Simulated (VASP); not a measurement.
# Settings for ZnO: relaxation of the cell

ZnO, P6_3mc (no. 186), 4 atoms in the cell. PBE; PAW potentials Zn, O (PBE set). VASP 6.6.1.

Wanted: cell volume within 0.2 %; lattice lengths within 0.1 %; shortest distances from each atom, periodic images included within 0.005 Å.

What the run is for: cell; Accuracy asked: standard.

The series start from Plane-wave cutoff (eV): 600; k-point mesh: 6 × 6 × 4; Relaxation passes: 2; Ionic threshold (EDIFFG): -0.005; Electronic threshold (eV): 1e-6; Precision mode (PREC): Accurate; Relaxation algorithm: IBRION=2 POTIM=0.5. Each series keeps the choices made before it, and each single choice may use up half of a tolerance. Times cover all steps of a run.

## Plane-wave cutoff (eV)

| Plane-wave cutoff (eV) | Cell volume (Å³) | Lattice lengths, largest deviation against the largest value | Shortest distances from each atom, periodic images included, largest deviation (Å) | Time (s) |
|---|---|---|---|---|
| 400 | 48.04 | 1.1 % | 0.0220 | 51 |
| 460 | 49.36 | 0.28 % | 0.0040 | 46 |
| 520 | 49.65 | 0.0034 % | 0.0006 | 52 |
| 600 | 49.56 | 0.062 % | 0.0012 | 79 |
| 700 | 49.59 | 0.062 % | 0.0009 | 88 |
| 840 (reference) | 49.64 | 0 % | 0.0000 | 83 |

Chosen: 840; the next looser run is off by more than half of the tolerance, so convergence isn't shown beyond this value.

## k-point mesh

| k-point mesh | Cell volume (Å³) | Lattice lengths, largest deviation against the largest value | Shortest distances from each atom, periodic images included, largest deviation (Å) | Time (s) |
|---|---|---|---|---|
| 3 × 3 × 2 | 49.76 | 0.49 % | 0.0024 | 44 |
| 4 × 4 × 3 | 49.66 | 0.17 % | 0.0002 | 55 |
| 5 × 5 × 3 | 49.67 | 0.046 % | 0.0002 | 71 |
| 6 × 6 × 4 | 49.64 | 0.028 % | 0.0005 | 83 |
| 8 × 8 × 5 | 49.68 | 0.0042 % | 0.0000 | 150 |
| 10 × 10 × 6 (reference) | 49.68 | 0 % | 0.0000 | 261 |

Chosen: 5 × 5 × 3, the loosest value from which every tighter one stays within half of the tolerance.

## Relaxation passes

| Relaxation passes | Cell volume (Å³) | Lattice lengths, largest deviation against the largest value | Shortest distances from each atom, periodic images included, largest deviation (Å) | Time (s) |
|---|---|---|---|---|
| 1 | 49.67 | 0 % | 0.0000 | 56 |
| 2 | 49.67 | 0 % | 0.0000 | 71 |
| 3 (reference) | 49.67 | 0 % | 0.0000 | 72 |

Chosen: 1.

## Ionic threshold (EDIFFG)

| Ionic threshold (EDIFFG) | Cell volume (Å³) | Lattice lengths, largest deviation against the largest value | Shortest distances from each atom, periodic images included, largest deviation (Å) | Time (s) |
|---|---|---|---|---|
| -0.05 | 49.64 | 0.18 % | 0.0003 | 26 |
| -0.02 | 49.64 | 0.18 % | 0.0003 | 25 |
| -0.01 | 49.68 | 0.082 % | 0.0018 | 31 |
| -0.005 | 49.67 | 0.022 % | 0.0005 | 56 |
| -0.002 (reference) | 49.64 | 0 % | 0.0000 | 73 |

Chosen: -0.005.

## Electronic threshold (eV)

| Electronic threshold (eV) | Cell volume (Å³) | Lattice lengths, largest deviation against the largest value | Shortest distances from each atom, periodic images included, largest deviation (Å) | Time (s) |
|---|---|---|---|---|
| 0.0001 | 49.65 | 0.02 % | 0.0002 | 66 |
| 1e-5 | 49.69 | 0.068 % | 0.0008 | 37 |
| 1e-6 | 49.67 | 0.024 % | 0.0006 | 56 |
| 1e-7 (reference) | 49.64 | 0 % | 0.0000 | 64 |

Chosen: 1e-6.

## Precision mode (PREC)

| Precision mode (PREC) | Cell volume (Å³) | Lattice lengths, largest deviation against the largest value | Shortest distances from each atom, periodic images included, largest deviation (Å) | Time (s) |
|---|---|---|---|---|
| Normal | 49.67 | 0.0047 % | 0.0001 | 61 |
| Accurate (reference) | 49.67 | 0 % | 0.0000 | 56 |

Chosen: Normal.

## Relaxation algorithm

| Relaxation algorithm | Cell volume (Å³) | Lattice lengths, largest deviation against the largest value | Shortest distances from each atom, periodic images included, largest deviation (Å) | Time (s) |
|---|---|---|---|---|
| IBRION=2 POTIM=0.5 | 49.67 | 0 % | 0.0000 | 61 |
| IBRION=2 POTIM=0.2 | 49.64 | 0.022 % | 0.0004 | 56 |
| IBRION=1 POTIM=0.5 | 49.63 | 0.039 % | 0.0007 | 54 |
| IBRION=1 POTIM=0.2 | 49.64 | 0.084 % | 0.0008 | 36 |

Chosen: IBRION=1 POTIM=0.5; it saves 6.9 s of 61, so IBRION=2 POTIM=0.5 would do nearly as well.

## All choices together

| Input | Cell volume (Å³) | Lattice lengths, largest deviation against the largest value | Shortest distances from each atom, periodic images included, largest deviation (Å) | Time (s) |
|---|---|---|---|---|
| the program's defaults (naive) | 48.15 | 1.2 % | 0.0206 | 6.4 |
| chosen settings | 49.63 | 0.062 % | 0.0004 | 54 |
| reference settings throughout | 49.66 | 0 % | 0.0000 | 431 |

The chosen settings stay within the tolerance of the reference run, but the reference itself isn't shown to be converged in: Plane-wave cutoff (eV).

Values of the reference run: Lattice lengths: 3.288, 3.288, 5.305 Å.

## The input

INCAR.step1:
```
SYSTEM = ZnO
GGA = PE
ISMEAR = 0
SIGMA = 0.03
LWAVE = .FALSE.
LCHARG = .FALSE.
NSW = 80
PREC = Normal
LASPH = .TRUE.
LREAL = .FALSE.
ALGO = Normal
EDIFF = 1E-6
NELM = 120
GGA_COMPAT = .FALSE.
IBRION = 1
ISIF = 3
EDIFFG = -0.005
NELMIN = 4
ENCUT = 840
EFERMI = MIDGAP
KPAR = 2
POTIM = 0.5
```

INCAR.step2, as INCAR.step1 but for:
```
- NSW = 80
- IBRION = 1
- ISIF = 3
- EDIFFG = -0.005
- NELMIN = 4
- POTIM = 0.5
+ ISIF = 2
```

KPOINTS:
```
Automatic mesh
0
Gamma
  5 5 3
  0 0 0
```

POSCAR.step1:
```
ZnO
1.0
    3.2493080000      0.0000000000      0.0000000000
   -1.6246540000      2.8139832727      0.0000000000
    0.0000000000      0.0000000000      5.2057090000
Zn O
2 2
Direct
    0.6666666667      0.3333333333      0.0000000000
    0.3333333333      0.6666666667      0.5000000000
    0.3333333333      0.6666666667      0.8790100000
    0.6666666667      0.3333333333      0.3790100000
```

Commands (each step's output is kept before the next begins):
```
cat potpaw_PBE.64/Zn/POTCAR potpaw_PBE.64/O/POTCAR > POTCAR
cp INCAR.step1 INCAR
cp POSCAR.step1 POSCAR
mpirun -np 2 vasp_std > vasp.out
cp CONTCAR POSCAR
cp INCAR.step2 INCAR
mpirun -np 2 vasp_std > vasp.out
```

The chosen input took VASP 6.6.1 54 s on 2 cores (AMD EPYC 9R45 (Zen 5)), a shared host.

## An input that fails: too few ionic steps

It gives no converged result.

Changes against the starting input:
```
- NSW = 80
- NELM = 120
+ NSW = 2
+ NELM = 59
```
